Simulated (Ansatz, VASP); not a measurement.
# KBr in VASP and in Ansatz

```
CELL_PARAMETERS angstrom
0.00000 3.29250 3.24311
3.29250 0.00000 3.24311
3.29250 3.29250 0.00000
ATOMIC_POSITIONS crystal
K 0.00000 0.00000 0.00000
Br 0.50000 0.50000 0.50000
```

Change from the starting cell: strain +0.000 along x and y, -0.015 along z, atoms carried along.

Alike in both runs: task single point; functional LDA; k mesh 6 × 6 × 6; occupations gaussian, width 0.05 eV; no spin polarisation.

|  | VASP | Ansatz |
| --- | --- | --- |
| version | VASP 6.6.1 | Ansatz 0.2.0 |
| potentials or method | VASP PAW LDA potentials, release 64 (K_sv, Br) | scalar-relativistic, plane waves, PAW |
| plane-wave cutoff (eV) | 520 | 420 |
| valence electrons in the cell | 16 | 16 |

|  | VASP | Ansatz | Ansatz less VASP |
| --- | --- | --- | --- |
| gap on the k mesh at the Fermi level (eV) | 4.09 | 4.08 | -0.008 |
| least direct gap on the mesh (eV) | 4.09 | 4.08 | -0.008 |
| pressure (GPa) | -1.3 | -1.4 | -0.05 |
| largest component of the traceless stress (GPa) | 0.30 | 0.29 | -0.008 |
